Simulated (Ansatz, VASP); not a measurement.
Given: the input of a run of VASP 6.6.1 on C.

Contents of INCAR:

```
SYSTEM = C
ALGO = Normal ; EDIFF = 1E-6
ENCUT = 520 ; GGA = PS
ISIF = 2 ; ISMEAR = -1
LASPH = .TRUE. ; LCHARG = .FALSE.
LREAL = .FALSE. ; LWAVE = .FALSE.
NBANDS = 16 ; NELM = 100
PREC = Accurate ; SIGMA = 0.05
```

KPOINTS

```
k-points
0
G
  12 12 2
  0 0 0
```

Contents of POSCAR:

```
C
1.0
    2.4060863447      0.0000000000      0.0000000000
   -1.2030431724      2.0837318983      0.0000000000
    0.0000000000      0.0000000000     23.6412921296
C
4
Direct
    0.6666666667      0.3333333333      0.5704754400
    0.3333333333      0.6666666667      0.4295245600
    0.0000000000      0.0000000000      0.4295312300
    0.0000000000      0.0000000000      0.5704687700
```

Potentials or basis: VASP PAW PBE potentials, release 64 (C).

Launch:

```bash
$ cat potpaw_PBE.64/C/POTCAR > POTCAR
$ mpirun -np 1 vasp_std > vasp.out
```

Question: Translate it to Ansatz 0.2.0. Potentials there: Ansatz PAW.

Answer: As run (the cutoff follows the program's own potentials):

File input.yaml:

```yaml
crystal:
  lattice:
    - [2.4060863447, 0.0, 0.0]
    - [-1.2030431724, 2.0837318983, 0.0]
    - [0.0, 0.0, 23.6412921296]
  atoms:
    - { symbol: C, position: [0.6666666667, 0.3333333333, 0.57047544] }
    - { symbol: C, position: [0.3333333333, 0.6666666667, 0.42952456] }
    - { symbol: C, position: [0.0, 0.0, 0.42953123] }
    - { symbol: C, position: [0.0, 0.0, 0.57046877] }
hamiltonian:
  xc: pbesol
  pseudopotentials: { kind: paw }
kpoints:
  mp_grid: { grid: [12, 12, 2] }
scf:
  occupations: { method: fermi_dirac, width: 0.05 }
output:
  forces: true
  stress: true
  eigenvalues: true
```

Potentials or basis: Ansatz PAW.

Launch:

```sh
$ ansatz run input.yaml --threads 1 --pin off --max-ram 3584MiB --backend cpu --events-out ev --progress --plain --runs-dir out
```

Both were run:

|  | VASP | Ansatz | Ansatz less VASP |
| --- | --- | --- | --- |
| gap on the k mesh at the Fermi level (eV) | none | none | - |
| rms of the force components (eV/Å) | 0.013 | 0.013 | -0.0004 |

Atom by atom the forces differ by 0.000 eV/Å (rms over components). A gap of «none» marks a metal or a gap that the smearing closes.

Caveats: the PAW data sets were made with another functional, which shifts forces and pressure a little (VASP); the PAW data sets come from PBE, with cores solved anew for the run's functional, which leaves a small shift of forces and pressure (Ansatz).
